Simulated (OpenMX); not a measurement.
## SnO under changes of volume

One of the cells (17.769 Å³/atom); the others are scaled copies at fixed shape and fractional positions:

```xyz
4
Lattice="3.8137 0.0000 0.0000 0.0000 3.8137 0.0000 0.0000 0.0000 4.8869" Properties=species:S:1:pos:R:3 pbc="T T T"
Sn    1.9068    0.0000    3.7367
Sn    0.0000    1.9068    1.1503
O     0.0000    0.0000    0.0000
O     1.9068    1.9068    0.0000
```

The cell is a database's computed one.

```yaml
Program: OpenMX 3.8.5
Functional: LDA
Potentials_or_basis: OpenMX 2013 LDA set, Sn7.0-s3p2d2, O6.0-s2p2d1, fixed grid of 50 × 50 × 64 points
k_mesh: 7 × 7 × 7
Occupations: fermi-dirac, width 0.05 eV
Spin: no spin polarisation
```

| volume (Å³/atom) | energy over the lowest point (meV/atom) | gap on the mesh (eV) | largest force (eV/Å) |
| --- | --- | --- | --- |
| 16.703 | ? | ? | ? |
| 17.058 | 15.69 | 0.23 | 1.305 |
| 17.414 | 5.37 | 0.30 | 0.965 |
| 17.769 | 0.30 | 0.37 | 0.662 |
| 18.125 | 0.00 | 0.44 | 0.403 |
| 18.480 | 3.89 | 0.50 | 0.134 |
| 18.835 | 11.41 | 0.56 | 0.136 |

Problem. What does the run at 16.703 Å³/atom give?

Solution. Energy over the lowest point 31.73 meV/atom; gap on the mesh 0.15 eV; largest force 1.623 eV/Å.

Worked out: A Birch-Murnaghan fit of order 3 (a polynomial in V^(-2/3)) to the other rows has its minimum at 17.97 Å³/atom with B0 = V·E''(V) = 100 GPa and B' = 5.1 at fixed shape and positions, which overstates the stiffness. It gives 32.01 meV/atom at 16.703 Å³/atom, against the run's 31.73. A straight line through the other rows of the gap, of slope 3.35 eV per unit of ln V, extrapolates to 0.16 eV, against the run's 0.15.

Energies are extrapolated to zero smearing.

Caveats: the basis has few d functions beyond the semicore shells, which can make volumes several per cent too large; spin-orbit coupling is left out, which moves the levels of the heavy elements; an odd mesh through Γ misses points on the zone boundary, where band edges often lie; the basis of atomic orbitals isn't converged, which shifts pressures, moduli and gaps; forces of over 1 eV/Å show positions far from the minimum, so gaps and moduli don't describe the material at rest (some runs).
